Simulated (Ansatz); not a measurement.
ZnS, DFT, PBE, PAW with Ansatz's default frozen-core files, scalar-relativistic (Ansatz 0.2.0), run on 1 thread of Arm Neoverse V2 on a shared host.

The cell is COD entry 9000107, as deposited and not checked against the literature; nothing was relaxed. The listed cell was then made from it by scaling, straining or moving an atom.

Command: `ansatz run input.yaml --threads 1 --pin off --max-ram 3072MiB --backend cpu --events-out ev --progress --plain --runs-dir out`

```yaml
crystal:
  lattice:
    - [0.0, 2.6680961947, 2.6680961947]
    - [2.6680961947, 0.0, 2.6680961947]
    - [2.6680961947, 2.6680961947, 0.0]
  atoms:
    - { symbol: Zn, position: [0.0, 0.0, 0.0] }
    - { symbol: S, position: [0.75, 0.75, 0.75] }
kpoints:
  mp_grid: { grid: [8, 8, 8] }
scf:
  occupations: { method: fermi_dirac, width: 0.01 }
hamiltonian:
  xc: pbe
  pseudopotentials: { kind: paw }
output:
  forces: true
  stress: true
  eigenvalues: true
  efg: { contact_densities: true }
  write_density: true
  write_potential: true
  elf: true
  volumetric_format: npy
```

Problem. How large is the problem that the program sets up?

Solution. 29 irreducible k-points, 725 plane waves at Γ, 13 bands.

Problem. Estimate the wall time and the peak memory.

Solution. 3.1 s of wall time for 6 SCF iterations, with a peak of 0.33 GiB. Times on shared machines scatter by tens of per cent.

Problem. And the same cell and mesh by all-electron PAW (datasets made for this crystal), asked for forces, stress, eigenvalues, efg, on the same hardware?

Solution. 5.4 s, peak memory 0.45 GiB.
